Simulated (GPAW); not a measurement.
# Te2Mo (P6_3/mmc) in GPAW: single point with PBEsol

Aim: the single point of Te2Mo with PBEsol.

All numbers are computed with GPAW 26.7.0; they aren't measurements. Logs are shortened: lines on timing, memory, paths and dates and some standing lists are left out, and cuts for length are marked. The log counts tension as positive stress, the text compression.

## 1. The undisturbed crystal

The structure is hexagonal, space group P6_3/mmc (No. 194). Conventional cell: a = 3.518 Å, b = 3.518 Å, c = 13.974 Å, α = 90.00°, β = 90.00°, γ = 120.00°. Te (site symmetry 3m) is surrounded by 3 Mo at 2.72 Å. Mo (site symmetry -6m2) has 6 Te at 2.72 Å as nearest neighbours.

## 2. Single point, PBEsol (atoms moved at random, drawn with an rms of 0.05 Å)

The input, run.py:

```python
from ase import Atoms
from ase.dft.bandgap import bandgap
from ase.io import write
from ase.units import GPa
from ase.parallel import parprint
from gpaw import GPAW, PW, setup_paths

setup_paths.insert(0, '.')

atoms = Atoms(['Te', 'Te', 'Te', 'Te', 'Mo', 'Mo'],
              cell=[[3.5182, 0.0, 0.0],
                    [-1.7591, 3.0468505756, 0.0],
                    [0.0, 0.0, 13.9736]],
              scaled_positions=[[0.682211, 0.350044, 0.379408],
                                [0.332617, 0.66864, 0.880128],
                                [0.675769, 0.341414, 0.123843],
                                [0.34483, 0.674958, 0.623041],
                                [0.652829, 0.31865, 0.748888],
                                [0.319474, 0.656701, 0.252474]],
              pbc=True)

calc = GPAW(mode=PW(600),
            xc='PBEsol',
            kpts={'size': (9, 9, 2), 'gamma': True},
            occupations={'name': 'fermi-dirac', 'width': 0.05},
            nbands=46,
            convergence={'density': 1e-05, 'energy': 1e-05},
            maxiter=150,
            txt='gpaw.txt')
atoms.calc = calc
energy = atoms.get_potential_energy()
forces = atoms.get_forces()
stress = atoms.get_stress()
calc.write('gs.gpw')
write('result.traj', atoms)
parprint(f'Energy: {energy:.6f} eV')
parprint('Forces (eV/A):')
parprint(forces.round(4))
parprint('Stress (GPa):', (stress / GPa).round(3))
parprint('Fermi level:', round(calc.get_fermi_level(), 4), 'eV')
parprint(f'Gap: {bandgap(calc)[0]:.4f} eV, direct: {bandgap(calc, direct=True)[0]:.4f} eV')
```

Potentials or basis: PAW data sets generated in the run's folder for this functional, pw.

On the command line:

```bash
> gpaw-setup -f PBEsol Mo Te
> OMP_NUM_THREADS=1 mpirun -n 4 gpaw python run.py
```

gpaw.txt:

```text
__  _  _
 | _ |_)|_||  |
 |__||  | ||/\| - 26.7.0

Input parameters:
  mode=PW(ecut=600.0),
  convergence={'density': 1e-05, 'energy': 1e-05},
  kpts=MonkhorstPack(size=(9, 9, 2), gamma=True),
  maxiter=150,
  nbands=46,
  occupations=Occupations(name='fermi-dirac', width=0.05),
  xc=XC(name='PBEsol')

Diagonalizing LCAO Hamiltonian
Converting LCAO to pw mode

        Te

           Mo
        Te

           Te

        Mo

           Te

Atoms  # Å, Bohr magnetons
|   | symbol |         x |        y |         z |    initial magnetic moments |
|---|--------|-----------|----------|-----------|-----------------------------|
| 0 |     Te |  1.784392 | 1.066532 |  5.301696 | ( 0.0000,  0.0000,  0.0000) |
| 1 |     Te | -0.005991 | 2.037246 | 12.298557 | ( 0.0000,  0.0000,  0.0000) |
| 2 |     Te |  1.776909 | 1.040237 |  1.730533 | ( 0.0000,  0.0000,  0.0000) |
| 3 |     Te |  0.025862 | 2.056496 |  8.706126 | ( 0.0000,  0.0000,  0.0000) |
| 4 |     Mo |  1.736246 | 0.970879 | 10.464661 | ( 0.0000,  0.0000,  0.0000) |
| 5 |     Mo | -0.031229 | 2.000870 |  3.527971 | ( 0.0000,  0.0000,  0.0000) |

Unit cell  # Å
| periodic |         x |        y |         z |   lengths |     angles |
|----------|-----------|----------|-----------|-----------|------------|
|      yes |  3.518200 | 0.000000 |  0.000000 |  3.518200 |  90.000000 |
|      yes | -1.759100 | 3.046851 |  0.000000 |  3.518200 |  90.000000 |
|      yes |  0.000000 | 0.000000 | 13.973600 | 13.973600 | 120.000000 |

Number of symmetries: 1
Symmetry operations  # r_c * U_cc + t_c -> r_c
|   | kind |            matrix            |
|---|------|------------------------------|
| 0 |  E   |  1, 0, 0,  0, 1, 0,  0, 0, 1 |

BZ-sampling:
  Number of BZ points: 162
  Number of IBZ points: 82

  Monkhorst-Pack size: [9, 9, 2]
  Monkhorst-Pack shift: [0.0, 0.0, 0.25]

K-points  # in reciprocal-cell coordinates
|     |                                coordinates |     weight |
|-----|--------------------------------------------|------------|
|   0 | (  0.00000000,   0.00000000,   0.00000000) | 0.00617284 |
|   1 | (  0.00000000,   0.00000000,   0.50000000) | 0.00617284 |
|   2 | (  0.00000000,   0.11111111,   0.00000000) | 0.01234568 |
|   3 | (  0.00000000,   0.11111111,   0.50000000) | 0.01234568 |
|   4 | (  0.00000000,   0.22222222,   0.00000000) | 0.01234568 |
|   5 | (  0.00000000,   0.22222222,   0.50000000) | 0.01234568 |
|   6 | (  0.00000000,   0.33333333,   0.00000000) | 0.01234568 |
|   7 | (  0.00000000,   0.33333333,   0.50000000) | 0.01234568 |
|   8 | (  0.00000000,   0.44444444,   0.00000000) | 0.01234568 |
|   9 | (  0.00000000,   0.44444444,   0.50000000) | 0.01234568 |
| ... |                                            |            |
|  81 | (  0.44444444,   0.44444444,   0.50000000) | 0.01234568 |

Plane wave coefficients: 5038
Cutoff: 600.0 eV

Spin-components: 1 (collinear spins)
Bands:           46
Projectors:      32
Spin-degeneracy: 2
Datatype:        complex128

Parallelization:
  kpt:    4
  domain: 1
  band:   1

Density:
  Valence electrons: 52.0
  Components: 1
  Grid points: [20 20 80]
  Charge: 0.0  # |e|

Potential:
  Grid points: [20 20 80]

species:
  Te:
    name:    Tellurium
    Z:       52.0
    valence: 6
    core:    46
    charge:  0.0  # [|e|]
    compensation charges:
      type: gauss
      rc: 0.36  # [Å]
      lmax: 2
    cutoffs:
      filter: 2.09  # [Å]
      core: 3.17  # [Å]
    projectors
    | kind |    occ | energy [eV] | rcut [Å] |
    |------|--------|-------------|----------|
    |   5s |  2.000 |     -15.132 |    1.180 |
    |   5p |  4.000 |      -5.970 |    1.196 |
    |    s |        |      12.080 |    1.180 |
    |    p |        |      21.241 |    1.196 |
    |    d |        |       0.000 |    1.238 |

    Using partial waves for Te as LCAO basis

  Mo:
    name:    Molybdenum
    Z:       42.0
    valence: 14
    core:    28
    charge:  0.0  # [|e|]
    compensation charges:
      type: gauss
      rc: 0.38  # [Å]
      lmax: 2
    cutoffs:
      filter: 2.16  # [Å]
      core: 1.42  # [Å]
    projectors
    | kind |    occ | energy [eV] | rcut [Å] |
    |------|--------|-------------|----------|
    |   4s |  2.000 |     -64.262 |    1.238 |
    |   5s |  1.000 |      -4.116 |    1.238 |
    |   4p |  6.000 |     -38.461 |    1.296 |
    |   5p |  0.000 |      -1.012 |    1.296 |
    |   4d |  5.000 |      -3.770 |    1.296 |
    |    d |        |      23.442 |    1.296 |

    Using partial waves for Mo as LCAO basis

Reference energy: -958997.056781  # eV

eigensolver:
[... 26 lines left out ...]
convergence criteria:
- Maximum integral of absolute [dens]ity change: 1e-05 electrons / valence electron
- Maximum [total energy] change in last 3 cyles: 1e-05 eV / valence electron
- Maximum integral of absolute [eigenst]ate change: 4e-08 eV^2 / valence electron
maximum number of iterations: 150

SCF iterations
|iter     | |      energy | eigst |  dens |
|---------|-|-------------|-------|-------|
|iter:   1| |  -41.612964 | +0.48 |       |
|iter:   2| |  -41.412503 | -1.42 | -1.09 |
|iter:   3| |  -40.674722 | -1.43 | -1.12 |
|iter:   4| |  -40.375730 | -1.72 | -1.36 |
|iter:   5| |  -40.707195 | -2.09 | -1.74 |
|iter:   6| |  -40.291979 | -2.38 | -1.53 |
|iter:   7| |  -40.288131 | -3.51 | -2.10 |
|iter:   8| |  -40.287591 | -4.38 | -2.74 |
|iter:   9| |  -40.287569 | -4.89 | -2.95 |
|iter:  10| |  -40.287274c| -5.32 | -3.01 |
|iter:  11| |  -40.287278c| -6.58 | -3.61 |
|iter:  12| |  -40.287279c| -7.63c| -4.24 |
|iter:  13| |  -40.287279c| -8.26c| -4.95 |
|iter:  14| |  -40.287279c| -8.58c| -5.33c|

Converged in 14 steps
Energy contributions relative to reference atoms: (reference = -958997.056781)

Energy contributions:
  Kinetic:          12.131251
  Coulomb:         -19.217431
  Zero:             -0.253340
  External:          0.000000
  Xc:              -32.947734
  Entropy:          -0.000048
  Spinorbit:         0.000000
  ----------------------------
  Free energy:     -40.287303
  Extrapolated:    -40.287279

dipole moment: (0.100866, 0.194472, 0.223334)  # |e|*Ang

Fermi level: 8.381
Eigenvalues  # (at kpt = [0.000, 0.000, 0.000])
| band index |      eig [eV] | occ [0-2] |
|------------|---------------|-----------|
|          0 |       -52.773 |     2.000 |
|        ... |               |           |
|         18 |         6.182 |     2.000 |
|         19 |         6.679 |     2.000 |
|         20 |         6.775 |     2.000 |
|         21 |         6.937 |     2.000 |
|         22 |         7.138 |     2.000 |
|         23 |         7.147 |     2.000 |
[... 8 lines left out ...]
|         32 |        11.414 |     0.000 |
|         33 |        11.462 |     0.000 |
|        ... |               |           |
|         45 |        18.792 |     0.000 |

Gap: 0.716 eV
Transition (v -> c):
  (s=0, k=0, n=25, [0.00, 0.00, 0.00]) -> (s=0, k=40, n=26, [0.22, 0.22, 0.00])
Direct/indirect transitions are different
Direct gap: 1.003 eV
Transition at: (s=0, k=60, n=25, [0.33, 0.33, 0.00])

Forces  # eV/Ang
|        x |        y |        z |
|----------|----------|----------|
| -0.44129 | -0.57392 |  0.29068 |  # Te   0
| -0.11900 | -0.33373 | -0.42465 |  # Te   1
| -0.35359 | -0.39372 |  0.01042 |  # Te   2
| -0.32924 | -0.52748 | -0.40340 |  # Te   3
|  0.44877 |  0.86884 |  0.83934 |  # Mo   4
|  0.79437 |  0.96002 | -0.31236 |  # Mo   5

Stress tensor  # eV/Ang^3
|         x |         y |         z |
|-----------|-----------|-----------|
|  0.007808 | -0.000802 | -0.001248 |
| -0.000802 |  0.008811 | -0.000073 |
| -0.001248 | -0.000073 | -0.001520 |

# Writing to gs.gpw (mode='')
```

It took 1.7 min on 4 MPI ranks of Arm Neoverse V1, shared host; peak memory 0.31 GiB.

What came out:

| Property | Result |
| --- | --- |
| Free energy | -40.2873 eV |
| Pressure | -0.8 GPa |
| Largest force | 1.289 eV/Å |
| Band gap on the k mesh | 0.72 eV, indirect (least direct gap 1.00 eV) |

Forces in eV/Å, atoms in the order of the input:
```
Te  -0.441 -0.574  0.291
Te  -0.119 -0.334 -0.425
Te  -0.354 -0.394  0.010
Te  -0.329 -0.527 -0.403
Mo   0.449  0.869  0.839
Mo   0.794  0.960 -0.312
```

Caveat: spin-orbit coupling is left out, which moves the levels of the heavy elements; an odd mesh through Γ misses points on the zone boundary, where band edges often lie.
